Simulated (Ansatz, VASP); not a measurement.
Ge: the dispersion correction in 2 programs

The cell as given:

```
Ge
1.0
     5.24058    0.00000    0.00000
     0.00000    5.24058    0.00000
     0.00000    0.00000    2.65536
Ge
3
Direct
  0.00000 0.00000 0.00000
  0.00000 0.50000 0.00000
  0.50000 0.00000 0.00000
```

This isn't the form of Ge at room conditions, which is diamond.

Kept alike: task relaxation of cell and atoms; functional revPBE; k mesh 5 × 5 × 10; occupations fermi-dirac, width 0.05 eV; no spin polarisation. The mesh is that of the run's cell of 3 atoms. No spin-orbit coupling.

- A: Ansatz, Ansatz PAW, made for PBE, cutoff 420 eV
- B: VASP, PBE PAW files Ge_d, 600 eV, made for PBE

| dispersion correction | A: volume (Å³/atom) | B: volume (Å³/atom) |
| --- | --- | --- |
| none | 24.722 | 24.694 |
| D3(BJ) | 25.547 | 25.568 |
| D4 | 24.887 | 24.937 |

Values on potentials made for another functional: all of A; all of B. Values hold for each row's relaxed cell, which stops near the pressure aimed at (zero). Ansatz's stress holds its Pulay term. Programs can differ in the three-body term of D3, and some take D4 from an outside library. For a metal such a mesh leaves the last digits unconverged.

Q: How large is the effect of the dispersion correction, and do the programs agree on it?

A: From none to D3(BJ) the volume moves by +0.825 in A, +0.874 in B (Å³/atom). Row by row the programs differ by 0.021 to 0.050, and over this span the shifts, as printed, agree within about 6 %. Shifts from none: D3(BJ) +0.825, +0.874; D4 +0.165, +0.243; the programs' shifts differ by up to 0.078.
